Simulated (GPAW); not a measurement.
# Pd (Fm-3m) in GPAW: notebook, part 2 of 2

GPAW 26.7.0.

## 4. Relaxation of cell and atoms, PBEsol

run.py reads:

```python
from ase import Atoms
from ase.filters import FrechetCellFilter
from ase.io import write
from ase.optimize import BFGS
from gpaw import GPAW, PW, setup_paths

setup_paths.insert(0, '.')

atoms = Atoms(['Pd'],
              cell=[[0.0, 1.9465, 1.9465],
                    [1.9465, 0.0, 1.9465],
                    [1.9465, 1.9465, 0.0]],
              scaled_positions=[[0.0, 0.0, 0.0]],
              pbc=True)

calc = GPAW(mode=PW(600),
            xc='PBEsol',
            kpts={'size': (12, 12, 12), 'gamma': True},
            occupations={'name': 'fermi-dirac', 'width': 0.05},
            nbands=17,
            convergence={'density': 1e-05, 'forces': 0.0001},
            maxiter=150,
            txt='gpaw.txt')
atoms.calc = calc
opt = BFGS(FrechetCellFilter(atoms), trajectory='relax.traj', logfile='-')
done = opt.run(fmax=0.02, steps=60)
calc.write('gs.gpw')
write('result.traj', atoms)
print('Converged:', done)
print('Cell:', atoms.cell.cellpar().round(4))
print('Volume:', round(atoms.get_volume(), 4))
print(atoms.get_scaled_positions().round(5))
```

Potentials or basis: PAW data sets generated in the run's folder for this functional, pw.

On the command line:

```sh
$ gpaw-setup -f PBEsol Pd
$ OMP_NUM_THREADS=1 python run.py
```

gpaw.txt:

```text
__  _  _
 | _ |_)|_||  |
 |__||  | ||/\| - 26.7.0

Input parameters:
  mode=PW(ecut=600.0),
  convergence={'density': 1e-05, 'forces': 0.0001},
  kpts=MonkhorstPack(size=(12, 12, 12), gamma=True),
  maxiter=150,
  nbands=17,
  occupations=Occupations(name='fermi-dirac', width=0.05),
  xc=XC(name='PBEsol')

Diagonalizing LCAO Hamiltonian
Converting LCAO to pw mode

       Pd

Atoms  # Å, Bohr magnetons
|   | symbol |        x |        y |        z |    initial magnetic moments |
|---|--------|----------|----------|----------|-----------------------------|
| 0 |     Pd | 0.000000 | 0.000000 | 0.000000 | ( 0.0000,  0.0000,  0.0000) |

Unit cell  # Å
| periodic |        x |        y |        z |  lengths |    angles |
|----------|----------|----------|----------|----------|-----------|
|      yes | 0.000000 | 1.946500 | 1.946500 | 2.752767 | 60.000000 |
|      yes | 1.946500 | 0.000000 | 1.946500 | 2.752767 | 60.000000 |
|      yes | 1.946500 | 1.946500 | 0.000000 | 2.752767 | 60.000000 |

Number of symmetries: 48
Symmetry operations  # r_c * U_cc + t_c -> r_c
|    | kind |            matrix            |
|----|------|------------------------------|
|  0 |  σ   |  1, 0, 0,  1, 0,-1,  1,-1, 0 |
|  1 |  C2  |  1, 0, 0,  1,-1, 0,  1, 0,-1 |
|  2 |  E   |  1, 0, 0,  0, 1, 0,  0, 0, 1 |
|  3 |  σ   |  1, 0, 0,  0, 0, 1,  0, 1, 0 |
|  4 |  C4  |  1, 0,-1,  1, 0, 0,  1,-1, 0 |
|  5 |  S6  |  1, 0,-1,  1,-1, 0,  1, 0, 0 |
|  6 |  σ   |  1, 0,-1,  0, 1,-1,  0, 0,-1 |
|  7 |  C3  |  1, 0,-1,  0, 0,-1,  0, 1,-1 |
|  8 |  S6  |  1,-1, 0,  1, 0, 0,  1, 0,-1 |
[... 149 lines left out ...]
SCF iterations
|iter     | |      energy | eigst |  dens |force |
|---------|-|-------------|-------|-------|------|
|iter:   1| |   -5.721735 | -0.10 |       |      |
|iter:   2| |   -5.450113 | -2.55 | -0.96 |      |
|iter:   3| |   -4.612339 | -1.42 | -1.01 |      |
|iter:   4| |   -4.601114 | -3.39 | -2.02 |      |
|iter:   5| |   -4.597270 | -3.96 | -2.18 |      |
|iter:   6| |   -4.597277c| -6.31 | -3.58 |      |
|iter:   7| |   -4.597279c| -7.12 | -4.13 |      |
|iter:   8| |   -4.597279c| -7.71c| -4.94 |      |
|iter:   9| |   -4.597279c| -8.53c| -5.58c|      |
|iter:  10| |   -4.597279c| -9.37c| -6.58c|-23.95c|

Converged in 10 steps
Energy contributions relative to reference atoms: (reference = -137160.600186)

Energy contributions:
  Kinetic:          -5.344200
  Coulomb:           0.463659
[... 241 lines left out ...]

Energy contributions:
  Kinetic:          -4.705732
  Coulomb:          -0.058711
  Zero:             -0.148091
  External:          0.000000
  Xc:                0.323351
  Entropy:          -0.019249
  Spinorbit:         0.000000
  ----------------------------
  Free energy:      -4.608432
  Extrapolated:     -4.598808
[... 25 lines left out ...]
No gap
No difference between direct/indirect transitions

Stress tensor  # eV/Ang^3
|         x |         y |        z |
|-----------|-----------|----------|
|  0.003567 | -0.000000 | 0.000000 |
| -0.000000 |  0.003567 | 0.000000 |
|  0.000000 |  0.000000 | 0.003567 |

Forces  # eV/Ang
|        x |       y |        z |
|----------|---------|----------|
| -0.00000 | 0.00000 | -0.00000 |  # Pd   0

Interpolating wave functions to new cell

       Pd

Atoms  # Å, Bohr magnetons
|   | symbol |         x |         y |         z |    initial magnetic moments |
|---|--------|-----------|-----------|-----------|-----------------------------|
| 0 |     Pd | -0.000000 | -0.000000 | -0.000000 | ( 0.0000,  0.0000,  0.0000) |

Unit cell  # Å
| periodic |        x |        y |         z |  lengths |    angles |
|----------|----------|----------|-----------|----------|-----------|
|      yes | 0.000000 | 1.938249 |  1.938249 | 2.741098 | 60.000000 |
|      yes | 1.938249 | 0.000000 |  1.938249 | 2.741098 | 60.000000 |
|      yes | 1.938249 | 1.938249 | -0.000000 | 2.741098 | 60.000000 |

Number of symmetries: 48
Symmetry operations  # r_c * U_cc + t_c -> r_c
|    | kind |            matrix            |
|----|------|------------------------------|
|  0 |  σ   |  1, 0, 0,  1, 0,-1,  1,-1, 0 |
|  1 |  C2  |  1, 0, 0,  1,-1, 0,  1, 0,-1 |
|  2 |  E   |  1, 0, 0,  0, 1, 0,  0, 0, 1 |
|  3 |  σ   |  1, 0, 0,  0, 0, 1,  0, 1, 0 |
|  4 |  C4  |  1, 0,-1,  1, 0, 0,  1,-1, 0 |
|  5 |  S6  |  1, 0,-1,  1,-1, 0,  1, 0, 0 |
|  6 |  σ   |  1, 0,-1,  0, 1,-1,  0, 0,-1 |
|  7 |  C3  |  1, 0,-1,  0, 0,-1,  0, 1,-1 |
|  8 |  S6  |  1,-1, 0,  1, 0, 0,  1, 0,-1 |
[... 149 lines left out ...]
SCF iterations
|iter     | |      energy | eigst |  dens |force |
|---------|-|-------------|-------|-------|------|
|iter:   1| |   -4.599304 | -3.10 |       |      |
|iter:   2| |   -4.599206 | -5.96 | -2.72 |      |
|iter:   3| |   -4.598913c| -5.06 | -2.78 |      |
|iter:   4| |   -4.598917c| -7.06 | -3.64 |      |
|iter:   5| |   -4.598921c| -7.39 | -3.88 |      |
|iter:   6| |   -4.598921c| -8.09c| -4.93 |      |
|iter:   7| |   -4.598921c| -8.06c| -5.17c|      |
|iter:   8| |   -4.598921c| -9.60c| -6.71c|-24.70c|

Converged in 8 steps
Energy contributions relative to reference atoms: (reference = -137160.600186)

Energy contributions:
  Kinetic:          -4.513174
  Coulomb:          -0.216234
  Zero:             -0.147981
  External:          0.000000
  Xc:                0.288050
  Entropy:          -0.019164
  Spinorbit:         0.000000
  ----------------------------
  Free energy:      -4.608503
  Extrapolated:     -4.598921
[... 25 lines left out ...]
No gap
No difference between direct/indirect transitions

Stress tensor  # eV/Ang^3
|         x |         y |         z |
|-----------|-----------|-----------|
| -0.000087 | -0.000000 |  0.000000 |
| -0.000000 | -0.000087 | -0.000000 |
|  0.000000 | -0.000000 | -0.000087 |

Forces  # eV/Ang
|        x |        y |        z |
|----------|----------|----------|
| -0.00000 | -0.00000 | -0.00000 |  # Pd   0

# Writing to gs.gpw (mode='')
```

stdout:

```text
Step          Energy          fmax
BFGS:    0       -4.607049        0.230012
BFGS:    1       -4.608432        0.052091
BFGS:    2       -4.608503        0.001263
Converged: True
Cell: [ 2.7411  2.7411  2.7411 60.     60.     60.    ]
Volume: 14.5633
[[0. 0. 0.]]
```

It took 34 s on 1 thread of Arm Neoverse V1, shared host; peak memory 0.17 GiB.

What came out:

| Quantity | Value |
| --- | --- |
| Free energy | -4.6085 eV |
| Relaxed volume | 14.56 Å³/atom |
| Relaxed cell | a = 2.741 Å, b = 2.741 Å, c = 2.741 Å, α = 60.00°, β = 60.00°, γ = 60.00° |
| Space group after relaxing (to 0.05 Å) | Fm-3m (No. 225) |
| Energy gained by relaxing | 1.6 meV/atom |
| Ionic steps | 3 |
| Pressure after relaxing | 0.0 GPa |
| Band gap on the k mesh | none (metal or under the smearing width) |

The path:
```
step  energy change (eV)  largest force (eV/Å)  pressure (GPa)  volume (Å³)
   1              0.0000                0.0000           -2.50        14.75
   2             -0.0015                0.0000           -0.57        14.61
   3             -0.0016                0.0000            0.01        14.56
```

Final structure:
```
Pd
1.0
     0.00000    1.93825    1.93825
     1.93825    0.00000    1.93825
     1.93825    1.93825    0.00000
Pd
1
Direct
  0.00000 0.00000 0.00000
```

Caveat: later steps reuse the first step's grids.

## 5. The reference run

An earlier run on the cell as given: functional PBEsol; potentials or basis PAW data sets generated in the run's folder for this functional; cutoff 600 eV; basis pw; k mesh 12 × 12 × 12; occupations fermi-dirac, width 0.05 eV; no spin polarisation.

* Pressure: -2.5 GPa
* Band gap on the k mesh: none (metal or under the smearing width)

## 6. Overview

| task | cell | optimizer | fmax | max steps | target pressure | convergence | gap on the mesh (eV) | pressure (GPa) |
| --- | --- | --- | --- | --- | --- | --- | --- | --- |
| relaxation of cell and atoms | relaxed to 20 GPa | BFGS | 0.02 eV/Å | 60 | 20 GPa | density=1e-05 forces=0.0001 | none | 20.1 |
| relaxation of cell and atoms | relaxed to 30 GPa | BFGS | 0.02 eV/Å | 60 | 30 GPa | density=1e-05 forces=0.0001 | none | 30.0 |
| relaxation of cell and atoms | relaxed | BFGS | 0.02 eV/Å | 60 | - | density=1e-05 forces=0.0001 | none | 0.0 |
| single point | as given | - | - | - | - | - | none | -2.5 |

Alike in all rows: level PBEsol; potentials or basis PAW data sets generated in the run's folder for this functional, pw; no spin polarisation; k mesh 12 × 12 × 12; cutoff (eV) 600; smearing fermi-dirac 0.05 eV.

Caveats: later steps reuse the first step's grids (some runs).

Total energies depend on the potentials used, so only differences within one code and one set of settings carry meaning.
